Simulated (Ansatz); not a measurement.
**Nickel, hcp under m-r²SCAN: ground state and equation of state**

Aim: take nickel in the hcp structure, relax it, solve it on a dense k-mesh, then scale the cell to 7 volumes from 88 to 112 % of the relaxed one and try a fit of the equation of state. The start is ferromagnetic. The k-meshes are 14×14×8 for the relaxation; 24×24×13 for the dense run; 17×17×9 for the volumes.

This is Ni in the hcp structure; at room conditions it is fcc.

Computed with Ansatz 0.2.0 (DFT m-r2SCAN, plane waves (500 eV) with PAW, scalar-relativistic; PBE-made PAW files; m-r²SCAN is r²SCAN on the gauge-invariant kinetic-energy density, unless a step says otherwise).

### Step 1. The starting structure

The structure is hexagonal, space group P6_3/mmc (No. 194). Conventional cell: a = 2.492 Å, b = 2.492 Å, c = 4.069 Å, α = 90.00°, β = 90.00°, γ = 120.00°. Ni (site symmetry -6m2) has 12 Ni at 2.49 Å as nearest neighbours.

As a file:

```
Ni
1.0
     2.49176    0.00000    0.00000
    -1.24588    2.15792    0.00000
     0.00000    0.00000    4.06904
Ni
2
Direct
  0.33333 0.66667 0.25000
  0.66667 0.33333 0.75000
```

The atoms start with moments of +0.8 ×2 μB.

### Step 2. Relaxation of the cell

Input file input.yaml:

```yaml
crystal:
  lattice:
    - [2.491755966, 0.0, 0.0]
    - [-1.245877983, 2.1579239666, 0.0]
    - [0.0, 0.0, 4.0690374925]
  atoms:
    - { symbol: Ni, position: [0.3333333333, 0.6666666667, 0.25], spin: 0.8 }
    - { symbol: Ni, position: [0.6666666667, 0.3333333333, 0.75], spin: 0.8 }
hamiltonian:
  xc: mr2scan
  pseudopotentials:
    kind: paw
    azcp:
      Ni: "pseudopotentials/Ni.paw.azcp"
basis:
  ecutwfc: 500
  fft_grid_basis: typed
kpoints:
  mp_grid: { grid: [14, 14, 8], shift: [0, 0, 0] }
magnetization:
  spin_polarized: true
scf:
  occupations: { method: fermi_dirac, width: 0.05 }
relax:
  max_steps: 60
  f_tol: 0.01
  cell: {}
output:
  write_density: true
  write_potential: true
  elf: true
  volumetric_format: npy
```

What it wrote:

```text
Warning: RAYON_NUM_THREADS=2 ignored (pool sized by the plan → 2); use --threads N
Engine: ansatz 0.2.0, aarch64-unknown-linux-gnu
Pseudopotentials: kind: paw
Pseudopotential: Ni, paw, valence charge 18, recommended cutoff 500 eV (meta_gga), <dir>
Functional definition: m-r2SCAN
  exchange = m_r2scan_x
  correlation = m_r2scan_c
Crystal: 2 atoms, lattice volume = 21.879 Å³
Basis set: ecut = 500 eV, 549 PW (Γ), exchange–correlation on 80×80×120 points (64 copies of the dense FFT grid, shifted against one another)
Bands: 23, of which v1, the nominal top of the filled ones, is band 18 counted from 1 (17 counted from 0)
Symmetry: 24 space group operations
Space group: P63/mmc (ITA 194), of the structure as read, at distance tolerance 2.8e-5 Å
Magnetic group: BNS 194.263 (UNI 1493), of the structure as read, at distance tolerance 2.8e-5 Å
k-points: 120 of 1568
Non-local potential: Ni, projectors of the file, l = 0: 3, l = 1: 2, l = 2: 3, l = 3: 1
PAW form: soft (Blöchl's): semilocal exchange-correlation on the pseudo side does not see the compensation charge
PAW frozen core: Ni, regenerated for the run's functional (the file was generated under x = pbe(κ = 0.804, μ = 0.2195149727645171), c = pbe(β = 0.06672455060314922))
PAW one-centre angular grid: Ni, 590 points (default); XC on 160 Gauss nodes
Initial density: superposition of atomic densities (chi_scale 0.1, normalization cell)
Starting moments: Σ|m| = 1.6 μB on 2 of 2 sites
Initial wavefunctions: pseudopotential atomic-orbital guess
Functional: x = mr2scan, c = mr2scan; τ floored in thin density (d = 2e-4 eV/Å³)
iter 1 solved again at ethr=1.39e-3 eV; its pass at ethr=3.10e-3 eV (dr2=4.99e-1 eV) is discarded
SCF iter   1: F=—  HF=-11688.653823 eV  |F-HF|=—  |Δ(HF+E_count)|=         —  Δρ=4.68e-2 (↑9.96e-3 ↓4.68e-2)  dr2=4.01e-1  dr2_τ=8.85e-3  dr2_m=9.80e-2  M=1.611 μB ∫|m|=1.676 μB  β_m=1.00  ethr=1.39e-3  ⟨swp⟩=3.8  Hψ=33224  notcnv=0
Mixer restart at iter 1: flushing history
preconditioner: auto → none  [metal: Δε(μ)=0.006 eV  Ē_g=9.950 eV  σ=0.050 eV  W_gap=0.03  n_scr=8 (ndim 8)  ℏωp=35.5 eV  f_vac=0.000  D(μ)=3.86/eV (n_scr^D=66)  sad-step TF]
SCF iter   2: F=—  HF=-11688.552814 eV  |F-HF|=—  |Δ(HF+E_count)|=   1.01e-1  Δρ=1.09e-2 (↑1.09e-2 ↓1.05e-2)  dr2=2.92e-2  dr2_τ=7.35e-4  dr2_m=5.17e-4  M=1.559 μB ∫|m|=1.703 μB  β_m=1.00  ethr=1.11e-3  ⟨swp⟩=4.8  Hψ=11171  notcnv=0  κ⁻¹=1.0e0(r=1)
SCF iter   3: F=—  HF=-11689.174002 eV  |F-HF|=—  |Δ(HF+E_count)|=         —  Δρ=1.31e-2 (↑1.31e-2 ↓1.19e-2)  dr2=5.61e-2  dr2_τ=2.04e-4  dr2_m=2.24e-4  M=1.541 μB ∫|m|=1.715 μB  β_m=1.00  ethr=8.12e-5  ⟨swp⟩=2.8  Hψ=12304  notcnv=0  defer=42
Mixer restart at iter 3: flushing history
SCF iter   4: F=—  HF=-11689.650971 eV  |F-HF|=—  |Δ(HF+E_count)|=   4.77e-1  Δρ=1.01e-2 (↑6.44e-3 ↓1.01e-2)  dr2=2.76e-2  dr2_τ=2.40e-4  dr2_m=8.62e-4  M=1.506 μB ∫|m|=1.693 μB  β_m=1.00  ethr=8.12e-5  ⟨swp⟩=3.0  Hψ=10609  notcnv=0  defer=42  κ⁻¹=1.0e0(r=1)
SCF iter   5: F=—  HF=-11690.223592 eV  |F-HF|=—  |Δ(HF+E_count)|=   5.73e-1  Δρ=9.63e-3 (↑3.02e-3 ↓9.63e-3)  dr2=2.27e-2  dr2_τ=4.85e-5  dr2_m=2.50e-3  M=1.420 μB ∫|m|=1.614 μB  β_m=1.00  ethr=7.67e-5  ⟨swp⟩=3.0  Hψ=11816  notcnv=0  defer=42  κ⁻¹=1.5e-1(r=2)
SCF iter   6: F=—  HF=-11689.949407 eV  |F-HF|=—  |Δ(HF+E_count)|=   2.74e-1  Δρ=1.41e-2 (↑5.46e-3 ↓1.41e-2)  dr2=4.75e-2  dr2_τ=8.62e-5  dr2_m=4.13e-3  M=1.473 μB ∫|m|=1.670 μB  β_m=1.00  ethr=6.30e-5  ⟨swp⟩=2.6  Hψ=11427  notcnv=0  defer=46  κ⁻¹=6.1e-2(r=3)
SCF iter   7: F=—  HF=-11690.310231 eV  |F-HF|=—  |Δ(HF+E_count)|=   3.61e-1  Δρ=5.34e-3 (↑2.42e-3 ↓5.34e-3)  dr2=8.16e-3  dr2_τ=6.81e-6  dr2_m=4.90e-4  M=1.373 μB ∫|m|=1.555 μB  β_m=1.00  ethr=6.30e-5  ⟨swp⟩=2.8  Hψ=11586  notcnv=0  defer=49  κ⁻¹=5.8e-4(r=4)
SCF iter   8: F=—  HF=-11690.355698 eV  |F-HF|=—  |Δ(HF+E_count)|=   4.55e-2  Δρ=2.20e-3 (↑2.20e-3 ↓1.89e-3)  dr2=1.65e-5  dr2_τ=3.80e-6  dr2_m=8.31e-4  M=1.287 μB ∫|m|=1.466 μB  β_m=1.00  ethr=2.27e-5  ⟨swp⟩=2.7  Hψ=12034  notcnv=0  defer=60  κ⁻¹=6.1e-4(r=4)
SCF iter   9: F=—  HF=-11690.346628 eV  |F-HF|=—  |Δ(HF+E_count)|=   9.07e-3  Δρ=5.68e-3 (↑4.64e-3 ↓5.68e-3)  dr2=5.00e-4  dr2_τ=1.59e-4  dr2_m=5.24e-3  M=1.308 μB ∫|m|=1.487 μB  β_m=1.00  ethr=4.60e-8  ⟨swp⟩=3.2  Hψ=15085  notcnv=0  defer=60
Mixer restart at iter 9: flushing history
SCF iter  10: F=—  HF=-11690.351611 eV  |F-HF|=—  |Δ(HF+E_count)|=   4.98e-3  Δρ=1.05e-3 (↑1.05e-3 ↓6.39e-4)  dr2=1.56e-4  dr2_τ=3.34e-6  dr2_m=2.54e-5  M=1.312 μB ∫|m|=1.491 μB  β_m=1.00  ethr=4.60e-8  ⟨swp⟩=3.0  Hψ=10547  notcnv=0  defer=60  κ⁻¹=1.0e0(r=1)
SCF iter  11: F=—  HF=-11690.353549 eV  |F-HF|=—  |Δ(HF+E_count)|=   1.94e-3  Δρ=8.85e-4 (↑3.20e-4 ↓8.85e-4)  dr2=7.81e-5  dr2_τ=1.25e-6  dr2_m=3.11e-5  M=1.307 μB ∫|m|=1.486 μB  β_m=1.00  ethr=4.60e-8  ⟨swp⟩=2.8  Hψ=10681  notcnv=0  defer=60  κ⁻¹=8.9e-3(r=2)
SCF iter  12: F=—  HF=-11690.355224 eV  |F-HF|=—  |Δ(HF+E_count)|=   1.67e-3  Δρ=9.83e-4 (↑2.16e-4 ↓9.83e-4)  dr2=1.09e-4  dr2_τ=4.75e-7  dr2_m=4.87e-5  M=1.296 μB ∫|m|=1.476 μB  β_m=1.00  ethr=4.60e-8  ⟨swp⟩=2.4  Hψ=10298  notcnv=0  defer=60  κ⁻¹=2.7e-3(r=3)
SCF iter  13: F=—  HF=-11690.355612 eV  |F-HF|=—  |Δ(HF+E_count)|=   3.88e-4  Δρ=8.31e-4 (↑1.79e-4 ↓8.31e-4)  dr2=8.74e-5  dr2_τ=2.83e-7  dr2_m=3.35e-5  M=1.292 μB ∫|m|=1.472 μB  β_m=1.00  ethr=4.60e-8  ⟨swp⟩=2.0  Hψ=9669  notcnv=0  defer=60  κ⁻¹=8.5e-5(r=4)
SCF iter  14: F=—  HF=-11690.356210 eV  |F-HF|=—  |Δ(HF+E_count)|=   5.98e-4  Δρ=5.51e-4 (↑1.16e-4 ↓5.51e-4)  dr2=4.76e-5  dr2_τ=9.32e-8  dr2_m=1.27e-5  M=1.284 μB ∫|m|=1.464 μB  β_m=1.00  ethr=4.60e-8  ⟨swp⟩=2.0  Hψ=9698  notcnv=0  defer=60  κ⁻¹=1.1e-5(r=5)
SCF iter  15: F=—  HF=-11690.356489 eV  |F-HF|=—  |Δ(HF+E_count)|=   2.79e-4  Δρ=1.34e-4 (↑3.97e-5 ↓1.34e-4)  dr2=2.37e-6  dr2_τ=7.99e-9  dr2_m=8.20e-7  M=1.277 μB ∫|m|=1.458 μB  β_m=1.00  ethr=4.60e-8  ⟨swp⟩=2.0  Hψ=9711  notcnv=0  defer=60  κ⁻¹=1.1e-5(r=6)
SCF iter  16: F=—  HF=-11690.356517 eV  |F-HF|=—  |Δ(HF+E_count)|=   2.78e-5  Δρ=3.33e-5 (↑3.33e-5 ↓3.08e-5)  dr2=1.65e-7  dr2_τ=1.66e-9  dr2_m=3.23e-8  M=1.275 μB ∫|m|=1.455 μB  β_m=1.00  ethr=6.58e-9  ⟨swp⟩=2.1  Hψ=9887  notcnv=0  defer=60  κ⁻¹=1.5e-6(r=7)
SCF iter  17: F=—  HF=-11690.356516 eV  |F-HF|=—  |Δ(HF+E_count)|=   8.73e-7  Δρ=5.96e-5 (↑1.18e-5 ↓5.96e-5)  dr2=4.61e-7  dr2_τ=1.66e-9  dr2_m=1.81e-7  M=1.274 μB ∫|m|=1.454 μB  β_m=1.00  ethr=4.58e-10  ⟨swp⟩=2.7  Hψ=10870  notcnv=0  defer=60  κ⁻¹=6.1e-7(r=8)
SCF iter  18: F=—  HF=-11690.356517 eV  |F-HF|=—  |Δ(HF+E_count)|=   1.24e-6  Δρ=2.28e-5 (↑4.69e-6 ↓2.28e-5)  dr2=5.73e-8  dr2_τ=1.64e-10  dr2_m=2.97e-8  M=1.274 μB ∫|m|=1.454 μB  β_m=1.00  ethr=4.58e-10  ⟨swp⟩=2.0  Hψ=9511  notcnv=0  defer=60  κ⁻¹=1.7e-5(r=8)
SCF iter  19: F=—  HF=-11690.356518 eV  |F-HF|=—  |Δ(HF+E_count)|=   4.42e-7  Δρ=8.07e-6 (↑3.42e-6 ↓8.07e-6)  dr2=3.92e-9  dr2_τ=2.95e-11  dr2_m=5.79e-9  M=1.274 μB ∫|m|=1.454 μB  β_m=1.00  ethr=1.59e-10  ⟨swp⟩=2.4  Hψ=8891  notcnv=0  defer=60  κ⁻¹=2.2e-6(r=8)
SCF iter  20: F=—  HF=-11690.356518 eV  |F-HF|=—  |Δ(HF+E_count)|=   1.44e-7  Δρ=4.84e-6 (↑1.65e-6 ↓4.84e-6)  dr2=2.25e-9  dr2_τ=9.09e-12  dr2_m=1.72e-9  M=1.274 μB ∫|m|=1.454 μB  β_m=1.00  ethr=1.09e-11  ⟨swp⟩=2.1  Hψ=9967  notcnv=0  defer=60  κ⁻¹=1.7e-6(r=8)
SCF iter  21: F=-11690.356518 eV  HF=-11690.356518 eV  |F-HF|=5.62e-9  |Δ(HF+E_count)|=   1.11e-7  Δρ=8.07e-6 (↑3.16e-6 ↓8.07e-6)  dr2=1.59e-8  dr2_τ=1.99e-11  dr2_m=1.48e-9  M=1.274 μB ∫|m|=1.454 μB  ethr=6.24e-12  ⟨swp⟩=5.9  Hψ=35867  notcnv=0
at 1 of the mixer's solves, the last at iteration 8, it left a direction of its history that read negative out of its fit and stepped the other way along it
SCF 1 converged in 21 iterations: F = -11690.356518 eV  dr2 = 1.59e-8
relax step   1: F+E_penalty+E_count = -11690.35651809 eV  Δ(F+E_penalty+E_count) = +0.000e0 eV  max|allowed force component| = 1.850e-17 eV/Å  Δτ_max = 0.0000 Å  P = -8.637 GPa  Ω = 21.879 Å³  (21 SCF iters, dr2 threshold 1.00e-7 eV, accepted)
[... 23 lines left out ...]
relax step   2: F+E_penalty+E_count = -11690.37719480 eV  Δ(F+E_penalty+E_count) = -2.068e-2 eV  max|allowed force component| = 1.619e-17 eV/Å  Δτ_max = 0.0000 Å  P = -4.459 GPa  Ω = 21.399 Å³  energy of the carried Pulay correction = +5.457e-4 eV  (15 SCF iters, dr2 threshold 2.00e-7 eV, accepted)
[... 19 lines left out ...]
relax step   3: F+E_penalty+E_count = -11690.38460603 eV  Δ(F+E_penalty+E_count) = -7.411e-3 eV  max|allowed force component| = 2.776e-17 eV/Å  Δτ_max = 0.0000 Å  P = +0.506 GPa  Ω = 20.901 Å³  energy of the carried Pulay correction = +1.123e-3 eV  (14 SCF iters, dr2 threshold 2.00e-7 eV, accepted)
[... 15 lines left out ...]
relax step   4: F+E_penalty+E_count = -11690.38464835 eV  Δ(F+E_penalty+E_count) = -4.232e-5 eV  max|allowed force component| = 1.850e-17 eV/Å  Δτ_max = 0.0000 Å  P = +0.018 GPa  Ω = 20.946 Å³  energy of the carried Pulay correction = +1.070e-3 eV  (11 SCF iters, dr2 threshold 2.00e-7 eV, accepted)
[... 11 lines left out ...]
relax step   5: F+E_penalty+E_count = -11690.38465795 eV  Δ(F+E_penalty+E_count) = -9.606e-6 eV  max|allowed force component| = 2.776e-17 eV/Å  Δτ_max = 0.0000 Å  P = +0.009 GPa  Ω = 20.947 Å³  energy of the carried Pulay correction = +1.069e-3 eV  (7 SCF iters, dr2 threshold 7.49e-8 eV, accepted)
[... 19 lines left out ...]
relax step   6: F+E_penalty+E_count = -11690.38375205 eV  Δ(F+E_penalty+E_count) = +9.059e-4 eV  max|allowed force component| = 1.850e-17 eV/Å  Δτ_max = 0.0000 Å  P = -0.046 GPa  Ω = 20.947 Å³  stress off target by 4.73e-2 GPa  SCF on the basis re-selected at this cell (its energy is not comparable with the rows above)  (14 SCF iters)
basis re-selected at this cell: Δ(F+E_penalty+E_count) = +9.059e-4 eV, ΔP = -0.055 GPa vs the last step (what re-selecting the basis moved, of the pressure what is left beyond the Pulay correction that the steps carried, after the strain that the cell walked since its last selection, with what the two solves' SCF thresholds leave and, on support functions, any second-order correction that the steps lacked; it is no measure of the basis error at this ecutwfc). The dense FFT grid was sized anew with the basis: this SCF ran on 18×18×30 points, the steps before it on 20×20×30, so part of this shift can come from that change (see relax.cell in the input reference). This SCF's stress stands 4.73e-2 GPa from its target on what of the cell is left free (relax.cell.stress_tol is 5.00e-2 GPa) and its largest allowed force component is 1.85e-17 eV/Å (relax.f_tol is 1.00e-2 eV/Å): within both
SCF converged after 14 iterations
Stability not checked: this state was not tested for a lower state beside it, because the mixer in use, unlike msr1, does not test its closes by its own steps (another_mixer; see scf.mixing.algorithm and scf.lower_state_search)
Magnetization: 1.1750 μB (18.5875 up, 17.4125 down)
Absolute magnetization: 1.3486 μB (∫|ρ↑−ρ↓|, with the PAW one-centre terms)
Spin contamination: 0.0128 ħ² per cell (⟨S²⟩ above its minimum at these occupations)
Per-site moments (μB) at R_I (Å): [(0.6246497908953218, 1.009528997368648), (0.6246497908953214, 1.009528997368648)]
Free energy (F): -11690.383752 eV
Harris-Foulkes:  -11690.383752 eV  (|F-HF|=1.82e-12)
Internal energy: -11690.348865 eV  (E = F + TS)
E sigma→0 (E₀):  -11690.366309 eV
Entropy (-TS):   -0.034887 eV (-17.443 meV/atom)
Fermi energy:    18.811698 eV
--- Per-component energies (eV) ---
  E_band       = -589.705209
  E_kinetic    = 565.539334
  E_local      = -6765.493999  (includes V_loc(G=0)·N_el)
  E_nonlocal   = 1281.791969
  E_hartree    = 2834.010066
  E_xc         = -157.849583
  E_vxc        = -234.284449  (∫ρ·V_xc dr)
  E_paw        = -3289.124054  (= ΣΔE_a)
  E_vpaw       = -1122.610600  (= ΣTr[D̂ρ^β])
  E_aug_tail   = 0.000484  (compensation charges beyond the density's cutoff)
  E_vtau       = 17.332167  (kinetic-family band-sum trace: ∫τ·v_τ [+ j·A + Jᵃ·Aᵃ] dr)
  E_ewald      = -6158.622947
  E_core_change = -0.600137  (= ΣΔE_core)
  E_smearing   = -0.034887  (= −TS)
  E_closure    = 0.000000  (closes the sum)
  Σ components = -11690.383752   (vs F -11690.383752, Δ=0.00e0)
--- Forces (eV/Å), atoms counted from 1 ---
  atom   1  Ni    -0.00000000     0.00000000     0.00000000
  atom   2  Ni     0.00000000    -0.00000000     0.00000000
  max |Σ_I F_I| component: 2.31e-18 eV/Å
--- Stress (GPa, compression-positive) ---
       -0.044674       0.000000       0.000000
        0.000000      -0.044674       0.000000
        0.000000       0.000000      -0.047289
  P = ⅓ Tr σ = -0.0455 GPa (-0.455 kbar)
--- Band table (eV; the first three rows and the last of 240) ---
  k-point 0 ↑: bands = ["-88.5752", "-88.5360", "-47.5220", "-47.3526", "-47.3526", "-47.3178", "-47.3178", "-47.2704", "9.1217", "13.5970", "16.2272", "16.3319", "16.3319", "16.6165", "16.6165", "17.0986", "17.0986", "18.1027", "18.1027", "18.2503", "24.8778", "42.5166", "45.0711"]
  k-point 1 ↑: bands = ["-88.5737", "-88.5375", "-47.5125", "-47.3512", "-47.3512", "-47.3192", "-47.3192", "-47.2800", "9.2830", "13.5206", "16.1888", "16.3031", "16.3031", "16.5810", "16.5810", "17.1780", "17.1780", "17.6727", "18.0911", "18.0911", "25.8261", "42.4419", "43.7208"]
  k-point 2 ↑: bands = ["-88.5694", "-88.5417", "-47.4855", "-47.3475", "-47.3475", "-47.3229", "-47.3229", "-47.3076", "9.7576", "13.1977", "16.0863", "16.2582", "16.2582", "16.4908", "16.4908", "16.6701", "17.3662", "17.3662", "18.0461", "18.0461", "28.0255", "40.4025", "42.7361"]
  k-point 119 ↓: bands = ["-87.5617", "-87.5617", "-46.6444", "-46.6444", "-46.5909", "-46.5909", "-46.4668", "-46.4668", "15.3028", "15.3028", "15.8114", "15.8114", "16.3295", "16.3295", "17.6770", "17.6770", "18.9129", "18.9129", "24.3538", "24.3538", "26.7582", "26.7582", "29.2630"]
--- Relaxed structure (5 steps of the walk, 5 accepted, 1 SCFs on fresh bases) ---
  F+E_penalty+E_count = -11690.38375205 eV   max|allowed force component| = 1.850e-17 eV/Å   (the final SCF, on the basis selected at the relaxed cell)
  cell:  # Å, volume = 20.9471 Å³
    - [2.447343023923995, -1.7872980455314926e-36, 0.0]
    - [-1.2236715119619974, 2.1194612304928064, 0.0]
    - [0.0, 0.0, 4.038337186990525]
  atoms:
    - { symbol: Ni, position: [0.33333333333333337, 0.6666666666666667, 0.25] }
    - { symbol: Ni, position: [0.6666666666666667, 0.33333333333333337, 0.75] }
```

It took 60 s on 2 threads of Arm Neoverse V2, shared host; peak memory 0.45 GiB.

The steps of the relaxation:

```
step  energy change (meV/atom)  largest force (eV/Å)  pressure (GPa)  volume (Å³/atom)
   1                      0.00                0.0000           -8.64            10.940
   2                    -10.34                0.0000           -4.46            10.699
   3                    -14.04                0.0000            0.51            10.451
   4                    -14.07                0.0000            0.02            10.473
   5                    -14.07                0.0000            0.01            10.474
   6                    -13.62                0.0000           -0.05            10.474
```

Steps that repeat a cell are solved on a basis chosen anew, so their changes of energy are no gain of the relaxation.

The cell of the run, before and after:

|  | before | after | change |
| --- | --- | --- | --- |
| a (Å) | 2.492 | 2.447 | -1.8 % |
| b (Å) | 2.492 | 2.447 | -1.8 % |
| c (Å) | 4.069 | 4.038 | -0.8 % |
| volume (Å³/atom) | 10.940 | 10.474 | -4.3 % |
| shortest distance (Å) | 2.492 | 2.447 | -1.8 % |
| space group (spins left aside) | P6_3/mmc | P6_3/mmc | same |

### Step 3. Dense single point

Input file input.yaml:

```yaml
crystal:
  lattice:
    - [2.4473430239, 0.0, 0.0]
    - [-1.223671512, 2.1194612305, 0.0]
    - [0.0, 0.0, 4.038337187]
  atoms:
    - { symbol: Ni, position: [0.3333333333, 0.6666666667, 0.25], spin: 0.625 }
    - { symbol: Ni, position: [0.6666666667, 0.3333333333, 0.75], spin: 0.625 }
hamiltonian:
  xc: mr2scan
  pseudopotentials:
    kind: paw
    azcp:
      Ni: "pseudopotentials/Ni.paw.azcp"
basis:
  ecutwfc: 500
  fft_grid_basis: typed
kpoints:
  mp_grid: { grid: [24, 24, 13], shift: [0, 0, 0] }
magnetization:
  spin_polarized: true
scf:
  occupations: { method: fermi_dirac, width: 0.05 }
```

What it wrote, shortened:

```text
Warning: RAYON_NUM_THREADS=2 ignored (pool sized by the plan → 2); use --threads N
[...]
[... 3 set-up lines as earlier in the session ...]
[...]
Crystal: 2 atoms, lattice volume = 20.947 Å³
Basis set: ecut = 500 eV, 549 PW (Γ), exchange–correlation on 72×72×120 points (64 copies of the dense FFT grid, shifted against one another)
[...]
SCF converged after 16 iterations
Magnetization: 1.2485 μB (18.6242 up, 17.3758 down)
Absolute magnetization: 1.4221 μB (∫|ρ↑−ρ↓|, with the PAW one-centre terms)
Spin contamination: 0.0134 ħ² per cell (⟨S²⟩ above its minimum at these occupations)
Per-site moments (μB) at R_I (Å): [(0.6616247615301042, 1.009528997365412), (0.6616247615301042, 1.009528997365412)]
Free energy (F): -11690.389384 eV
[...]
E sigma→0 (E₀):  -11690.373106 eV
Entropy (-TS):   -0.032554 eV (-16.277 meV/atom)
Fermi energy:    18.818732 eV
[...]
```

Wall time 38 s (2 threads of Arm Neoverse V2, shared host); peak memory 0.65 GiB.

### Step 4. The cell scaled to 88 % of its volume

Input file input.yaml:

```yaml
crystal:
  lattice:
    - [2.3452495924, 0.0, 0.0]
    - [-1.1726247962, 2.0310457252, 0.0]
    - [0.0, 0.0, 3.8698737975]
  atoms:
    - { symbol: Ni, position: [0.3333333333, 0.6666666667, 0.25], spin: 0.662 }
    - { symbol: Ni, position: [0.6666666667, 0.3333333333, 0.75], spin: 0.662 }
hamiltonian:
  xc: mr2scan
  pseudopotentials:
    kind: paw
    azcp:
      Ni: "pseudopotentials/Ni.paw.azcp"
basis:
  ecutwfc: 500
  fft_grid_basis: typed
kpoints:
  mp_grid: { grid: [17, 17, 9], shift: [0, 0, 0] }
magnetization:
  spin_polarized: true
scf:
  occupations: { method: fermi_dirac, width: 0.05 }
  lower_state_search: "off"
output:
  stress: true
```

What it wrote, shortened:

```text
Warning: RAYON_NUM_THREADS=2 ignored (pool sized by the plan → 2); use --threads N
[...]
[... 3 set-up lines as earlier in the session ...]
[...]
Crystal: 2 atoms, lattice volume = 18.433 Å³
Basis set: ecut = 500 eV, 465 PW (Γ), exchange–correlation on 72×72×120 points (64 copies of the dense FFT grid, shifted against one another)
[...]
Spin contamination: 0.0088 ħ² per cell (⟨S²⟩ above its minimum at these occupations)
Per-site moments (μB) at R_I (Å): [(0.6098665729083204, 0.9674154568570217), (0.6098665729083201, 0.9674154568570217)]
Free energy (F): -11690.115275 eV
[...]
E sigma→0 (E₀):  -11690.100892 eV
Entropy (-TS):   -0.028767 eV (-14.383 meV/atom)
Fermi energy:    22.035632 eV
[...]
--- Stress (GPa, compression-positive) ---
       39.638243       0.000000      -0.000000
        0.000000      39.638243      -0.000000
       -0.000000      -0.000000      38.610612
  P = ⅓ Tr σ = 39.2957 GPa (392.957 kbar)
```

Wall time 14 s (2 threads of Arm Neoverse V2, shared host); peak memory 0.42 GiB.

### Step 5. The cell scaled to 92 % of its volume

Changes to input.yaml since step 4:

```diff
@@ -2,5 +2,5 @@
   lattice:
-    - [2.3452495924, 0.0, 0.0]
-    - [-1.1726247962, 2.0310457252, 0.0]
-    - [0.0, 0.0, 3.8698737975]
+    - [2.380258479, 0.0, 0.0]
+    - [-1.1901292395, 2.0613643104, 0.0]
+    - [0.0, 0.0, 3.9276416246]
   atoms:
```

What it wrote, shortened:

```text
Warning: RAYON_NUM_THREADS=2 ignored (pool sized by the plan → 2); use --threads N
[...]
[... 3 set-up lines as earlier in the session ...]
[...]
Crystal: 2 atoms, lattice volume = 19.271 Å³
Basis set: ecut = 500 eV, 525 PW (Γ), exchange–correlation on 72×72×120 points (64 copies of the dense FFT grid, shifted against one another)
[...]
Spin contamination: 0.0103 ħ² per cell (⟨S²⟩ above its minimum at these occupations)
Per-site moments (μB) at R_I (Å): [(0.6332536825936054, 0.9818566225905228), (0.6332536825936053, 0.9818566225905228)]
Free energy (F): -11690.276831 eV
[...]
E sigma→0 (E₀):  -11690.261733 eV
Entropy (-TS):   -0.030196 eV (-15.098 meV/atom)
Fermi energy:    20.869904 eV
[...]
--- Stress (GPa, compression-positive) ---
       23.410117       0.000000      -0.000000
        0.000000      23.410117      -0.000000
       -0.000000      -0.000000      22.560599
  P = ⅓ Tr σ = 23.1269 GPa (231.269 kbar)
```

It took 16 s on 2 threads of Arm Neoverse V2, shared host; peak memory 0.42 GiB.

[end of part 1 of 2]
